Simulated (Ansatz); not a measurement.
# Run record: elastic constants by finite strains of CdSe (F-43m)

Level of theory: PBEsol, PAW on Ansatz 0.2.0's default frozen-core files (fitted under PBE), scalar-relativistic.

Cell and atoms were relaxed beforehand by PAW with this functional.

The structure is one entry of a database and needn't be the stable phase.

Launched as:

```sh
ansatz run input.yaml --threads 1 --pin off --max-ram 2560MiB --backend cpu --events-out ev --progress --plain --runs-dir out
```

Input:

```yaml
crystal:
  lattice:
    - [0.0, 3.04132097651, 3.04132097651]
    - [3.04132097651, 0.0, 3.04132097651]
    - [3.04132097651, 3.04132097651, 0.0]
  atoms:
    - { symbol: Cd, position: [0.0, 0.0, 0.0] }
    - { symbol: Se, position: [0.75, 0.75, 0.75] }
kpoints:
  mp_grid: { grid: [6, 6, 6] }
scf:
  occupations: { method: fixed }
hamiltonian:
  xc: pbesol
  pseudopotentials: { kind: paw }
elastic:
  mode: relaxed_ion
  stencil: two_point
  amplitude: 0.008
```

Output (shortened where marked):

```
Warning: RAYON_NUM_THREADS=1 ignored (pool sized by the plan → 1); use --threads N
Engine: ansatz 0.2.0, x86_64-unknown-linux-gnu
Pseudopotentials: kind: paw
Pseudopotential: Cd, paw, valence charge 20, recommended cutoff 420 eV (normal), Cd.paw.azcp
Pseudopotential: Se, paw, valence charge 16, recommended cutoff 420 eV (normal), Se.paw.azcp
Functional definition: PBEsol
  exchange = pbesol_x
  correlation = pbesol_c
Crystal: 2 atoms, lattice volume = 56.262 Å³
Basis set: ecut = 420 eV, 1067 PW (Γ), exchange–correlation on 60×60×60 points (8 copies of the dense FFT grid, shifted against one another)
Bands: 22, of which v1, the nominal top of the filled ones, is band 18 counted from 1 (17 counted from 0)
Symmetry: 24 space group operations
Space group: F-43m (ITA 216), of the structure as read, at distance tolerance 3.8e-5 Å
k-points: 16 of 216 (time reversal used)
Non-local potential: Cd, projectors of the file, l = 0: 3, l = 1: 2, l = 2: 2, l = 3: 1
Non-local potential: Se, projectors of the file, l = 0: 2, l = 1: 2, l = 2: 3, l = 3: 1
PAW form: soft (Blöchl's): semilocal exchange-correlation on the pseudo side does not see the compensation charge
PAW frozen core: Cd, regenerated for the run's functional, and the local potential with it (the file was generated under x = pbe(κ = 0.804, μ = 0.2195149727645171), c = pbe(β = 0.06672455060314922))
PAW frozen core: Se, regenerated for the run's functional, and the local potential with it (the file was generated under x = pbe(κ = 0.804, μ = 0.2195149727645171), c = pbe(β = 0.06672455060314922))
PAW one-centre angular grid: Cd, 590 points (default); XC on 64 Gauss nodes
PAW one-centre angular grid: Se, 590 points (default); XC on 64 Gauss nodes
Initial density: superposition of atomic densities (neutral atoms: chi_scale 0, normalization atom), corrected by the library's trained network
Initial wavefunctions: pseudopotential atomic-orbital guess
[... 140 lines left out ...]
  E_paw        = -5881.834558  (= ΣΔE_a)
  E_vpaw       = -321.943675  (= ΣTr[D̂ρ^β])
  E_aug_tail   = -0.000594  (compensation charges beyond the density's cutoff)
  E_ewald      = -4167.583359
  E_core_change = 1.350410  (= ΣΔE_core)
  E_smearing   = -0.000000  (= −TS)
  E_closure    = 0.000000  (closes the sum)
  Σ components = -13609.404649   (vs F -13609.404649, Δ=0.00e0)
--- Forces (eV/Å), atoms counted from 1 ---
  atom   1  Cd    -0.00000000     0.00000000     0.00000000
  atom   2  Se     0.00000000     0.00000000    -0.00000000
  max |Σ_I F_I| component: 1.02e-16 eV/Å
--- Stress (GPa, compression-positive) ---
       -0.010628       0.000000      -0.000000
        0.000000      -0.010628       0.000000
       -0.000000       0.000000      -0.010628
  P = ⅓ Tr σ = -0.0106 GPa (-0.106 kbar)
--- Elastic constants: 2 strain directions × 2 members + reference (group order 24) ---
  dense FFT box of the reference and of every strained cell: 30×30×30
  strains applied: 11, 23; error gains: componentwise 1.00 (the most a stress slope's error grows in a printed constant), spectral 1.73 (1 for all six strains in a standard setting)
  C = ∂σ_k/∂η_j (tension-positive GPa; Voigt order 11 22 33 23 13 12):
        63.872     46.147     46.147      0.000     -0.000     -0.000
        46.147     63.872     46.147      0.000      0.000     -0.000
        46.147     46.147     63.872      0.000     -0.000     -0.000
        -0.000     -0.000     -0.000     22.525      0.000     -0.000
        -0.000     -0.000     -0.000     -0.000     22.525      0.000
         0.000     -0.000      0.000      0.000      0.000     22.525
  reference stress σ⁰ (GPa):      0.011      0.011      0.011     -0.000      0.000     -0.000
  C* (energy form; C + prestress term) asymmetry max|C*_kj − C*_jk| = 1.421e-14 GPa — a small one proves nothing (zero by symmetry where the batch's group is 432, −43m or m−3m); a large one is finite-difference/SCF noise where ...
  moduli (Voigt/Reuss/Hill, GPa): K = 52.06/52.06/52.06   G = 17.06/13.93/15.50   E = 42.29   ν = 0.365
  mechanically stable: yes (min eigenvalue of sym C = 17.72 GPa)
  strain η (Voigt 11):  stress-route row diagonal C_11 = 63.87 GPa, energy-path curvature d²(F+E_count+ΔE)/dδ²/Ω₀ = 63.85 GPa
         δ    σ_11 (GPa)             F (eV)   n_scf  n_hpsi   n_pw
    -8.000e-3      -0.5046      -13609.4039593       8   12679   1106   relax 0 steps, max|allowed force component| 4.16e-17 eV/Å
     8.000e-3       0.5173      -13609.4039152       9   12174   1123   relax 0 steps, max|allowed force component| 4.16e-17 eV/Å
  strain η (Voigt 23):  stress-route row diagonal C_44 = 22.52 GPa, energy-path curvature d²(F+E_count+ΔE)/dδ²/Ω₀ = 22.51 GPa
         δ    σ_23 (GPa)             F (eV)   n_scf  n_hpsi   n_pw
    -8.000e-3      -0.1802      -13609.4044023       5   11763   1116   relax 3 steps, max|allowed force component| 6.53e-7 eV/Å
     8.000e-3       0.1802      -13609.4044023       4   11213   1116   relax 2 steps, max|allowed force component| 1.25e-5 eV/Å
```

The run converged.

**Strained cells**

Elastic constants of a crystal by Kohn-Sham DFT: slopes of the stress over finite engineering strains of the given cell, Voigt indices, Cartesian axes as in the input; stress of each strained cell less that at rest, tension positive.

```csv
strain component,strain,stress xx (GPa),stress yy (GPa),stress zz (GPa),stress yz (GPa),stress xz (GPa),stress xy (GPa),relaxation steps
xx,-0.008,-0.5152,-0.3788,-0.3788,0,0,0,0
xx,0.008,0.5067,0.3595,0.3595,0,0,0,0
yz,-0.008,0.0011,0.0006,0.0006,-0.1802,0,0,3
yz,0.008,0.0011,0.0006,0.0006,0.1802,0,0,2
```

Elastic moduli:

Hill averages of a grain aggregate, Debye temperature from the mean sound speed over directions.

```json
{"Bulk modulus": "52.06 GPa", "Shear modulus": "15.5 GPa", "Young modulus": "42.29 GPa", "Poisson ratio": "0.3646", "Bulk over shear modulus": "3.359", "Elastic anisotropy index": "1.122", "Least young modulus": "25.16 GPa", "Largest young modulus": "59.06 GPa", "Longitudinal sound speed": "3588 m/s", "Transverse sound speed": "1656 m/s", "Elastic debye temperature": "180.5 K", "Linear compressibility (x, y, z)": "6.403, 6.403, 6.403 1/TPa", "Zener ratio": "2.542", "Cauchy pressure": "23.62 GPa"}
```

### Elastic constants

```
Pressure at rest         : -0.011 GPa
Least elastic eigenvalue : 17.72 GPa
Elastically stable       : yes
```

```
index  elastic (GPa)
   11          63.87
   12          46.15
   44          22.52
```

Known limits: frozen-core PAW files fitted under PBE, their cores solved anew for the functional of the run; constants at zero field, no piezoelectric stiffening.

It took 24 s on 1 thread of Intel(R) Xeon(R) Platinum 8488C (Sapphire Rapids), on a shared host, peak memory 0.45 GiB.
